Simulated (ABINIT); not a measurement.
Runs of ABINIT 10.8.3 (patched build) on ZrC. The structure is cubic, space group Fm-3m (No. 225). Conventional cell: a = 4.730 Å, b = 4.730 Å, c = 4.730 Å, α = 90.00°, β = 90.00°, γ = 90.00°. Zr (site symmetry m-3m) has 6 C at 2.37 Å as nearest neighbours. Around C (site symmetry m-3m) lie 6 Zr at 2.37 Å. 

```tsv
task	level	potentials or basis	cell	k mesh	cutoff (eV)	cell freedom (optcell)	optimiser (ionmov)	cutoff smearing ecutsm (Ha)	force stop (Ha/bohr)	stop of the response cycle (tolvrs)	mesh quality	gap on the mesh (eV)	pressure (GPa)	relaxed volume (Å³/atom)
relaxation of cell and atoms	PBEsol	PseudoDojo NC SR PBEsol v0.4.1 standard	relaxed	8 × 8 × 8	1116	2	2	0.5	2e-05	-	not flagged	none	0.0	(a)
single point	LDA	PseudoDojo NC SR LDA v0.4.1 standard	cell relaxed	8 × 8 × 8	1116	-	-	-	-	-	not flagged	none	-0.1	-
single point	LDA	PseudoDojo NC SR LDA v0.4.1 standard	as given	8 × 8 × 8	844	-	-	-	-	-	not flagged	none	-	-
single point	PBEsol	PseudoDojo NC SR PBEsol v0.4.1 standard	cell relaxed	8 × 8 × 8	1116	-	-	-	-	-	not flagged	none	-0.1	-
relaxation of cell and atoms	LDA	PseudoDojo NC SR LDA v0.4.1 standard	relaxed	8 × 8 × 8	1116	2	2	0.5	2e-05	-	not flagged	none	0.0	12.52
```

Alike in all rows: no spin polarisation; smearing fermi-dirac 0.05 eV.

Task: Estimate the missing entries.

Result: (a) 12.74.

A k mesh can miss the band edges, and the runs leave out spin-orbit coupling on Zr.

A gap of «none» marks a metal or a gap under the smearing width.

Runs at the PBE level aren't shown here.
